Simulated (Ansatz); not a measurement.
Take a crystal in which Pb has been replaced by Sn on all its sites, with the cell rescaled by a rough guess (in some cases also distorted within its space group) and nothing relaxed:

```yaml
crystal:
  lattice:
    - [0.00000, 3.44635, 3.44635]
    - [3.44635, 0.00000, 3.44635]
    - [3.44635, 3.44635, 0.00000]
  atoms:
    - { symbol: Sn, position: [0.50000, 0.50000, 0.50000] }
    - { symbol: Sn, position: [0.75000, 0.75000, 0.75000] }
```

Theory: Ansatz 0.2.0, DFT PBEsol, scalar-relativistic, plane waves, PAW.

Settings: cutoff 420 eV, Γ-centred mesh 10×10×10 on the computed 2-atom cell, Gaussian smearing of 0.10 eV; no spin polarisation.

Problem. What pressure does the cell carry?

Solution. The pressure is -4.4 GPa (positive in compression), so the cell would contract.

Problem. Is it a metal on this mesh?

Solution. Yes, a band crosses the Fermi level.